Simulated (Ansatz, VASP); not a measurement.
Ca in VASP and in Ansatz

The input INCAR:

```
SYSTEM = Ca
ALGO = Normal ; EDIFF = 1E-7
ENCUT = 520 ; GGA = PS
ISIF = 2 ; ISMEAR = -1
LASPH = .TRUE. ; LCHARG = .TRUE.
LELF = .TRUE. ; LREAL = .FALSE.
LVHAR = .TRUE. ; LWAVE = .FALSE.
NBANDS = 11 ; NELM = 100
PREC = Accurate ; SIGMA = 0.05
```

KPOINTS

```
k-points
0
G
  8 8 8
  0 0 0
```

Contents of POSCAR:

```
Ca
1.0
    0.0000000000      2.8490021484      2.8490021484
    2.8490021484      0.0000000000      2.8490021484
    2.8490021484      2.8490021484      0.0000000000
Ca
1
Direct
    0.0000000000      0.0000000000      0.0000000000
```

The input input.yaml:

```yaml
crystal:
  lattice:
    - [0.0, 2.8490021484, 2.8490021484]
    - [2.8490021484, 0.0, 2.8490021484]
    - [2.8490021484, 2.8490021484, 0.0]
  atoms:
    - { symbol: Ca, position: [0.0, 0.0, 0.0] }
hamiltonian:
  xc: pbesol
  pseudopotentials: { kind: paw }
kpoints:
  mp_grid: { grid: [8, 8, 8] }
scf:
  occupations: { method: fermi_dirac, width: 0.05 }
output:
  forces: true
  stress: true
  eigenvalues: true
  write_density: true
  write_potential: true
  elf: true
  volumetric_format: npy
```

Alike in both runs: task single point; functional PBEsol; k mesh 8 × 8 × 8; occupations fermi-dirac, width 0.05 eV; no spin polarisation.

```csv
,VASP,Ansatz
version,VASP 6.6.1,Ansatz 0.2.0
potentials or method,"VASP PAW PBE potentials, release 64 (Ca_sv)",Ansatz PAW
plane-wave cutoff (eV),520,420
valence electrons in the cell,10,10
```

```tsv
	VASP	Ansatz	Ansatz less VASP
gap on the k mesh at the Fermi level (eV)	none	none	-
pressure (GPa)	-1.9	-1.9	0.00
```

A gap of «none» marks a metal or a gap that the smearing closes.

Caveats: the PAW data sets were made with another functional, which shifts forces and pressure a little (VASP); the PAW data sets come from PBE, with cores solved anew for the run's functional, which leaves a small shift of forces and pressure (Ansatz).
